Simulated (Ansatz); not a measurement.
# NiO: the cost of one run

Computed with Ansatz 0.2.0 (DFT PBEsol, scalar-relativistic, plane waves, PAW, unless a step's input says otherwise).

**1. The system as given**

The structure is cubic, space group Fm-3m (No. 225). The conventional cell has a = 4.183 Å, b = 4.183 Å, c = 4.183 Å, α = 90.00°, β = 90.00°, γ = 90.00°. Around Ni (site symmetry m-3m) lie 6 O at 2.09 Å. Around O (site symmetry m-3m) lie 6 Ni at 2.09 Å.

Structure file:

```
Ni O
1.0
     0.00000    2.09131    2.09131
     2.09131    0.00000    2.09131
     2.09131    2.09131    0.00000
Ni O
1 1
Direct
  0.00000 0.00000 0.00000
  0.50000 0.50000 0.50000
```

The cell is taken as given, not relaxed at this level.

**2. The reference cell**

Reference values: F = -6364.2637 eV; pressure -8.26 GPa; largest force 0.000 eV/Å; gap on the mesh none (metal). It was computed beforehand with the settings of the runs below.

**3. Next: biaxial against axial strain**

The cell is strained by p along both x and y and by q along z, with fractional coordinates fixed.

**4. At p = -0.050, q = -0.050**

Contents of input.yaml:

```yaml
crystal:
  lattice:
    - [0.0, 1.9867445, 1.9867445]
    - [1.9867445, 0.0, 1.9867445]
    - [1.9867445, 1.9867445, 0.0]
  atoms:
    - { symbol: Ni, position: [0.0, 0.0, 0.0], spin: 1.05 }
    - { symbol: O, position: [0.5, 0.5, 0.5], spin: 0.17 }
basis:
  ecutwfc: 420
kpoints:
  mp_grid: { grid: [20, 20, 20] }
hamiltonian:
  xc: pbesol
scf:
  occupations: { method: gaussian, width: 0.15 }
output:
  forces: true
  stress: true
  eigenvalues: true
  populations: true
magnetization:
  spin_polarized: true
```

Launch:

```
> ansatz run input.yaml --threads 1 --pin off --max-ram 2560MiB --backend cpu --events-out ev --progress --plain --runs-dir out
```

What time and memory should one allow on 1 thread of Intel Xeon Platinum 8259CL at 2.50GHz (Skylake/Cascade Lake), shared host?

About 28 s, with a peak of 0.47 GiB.
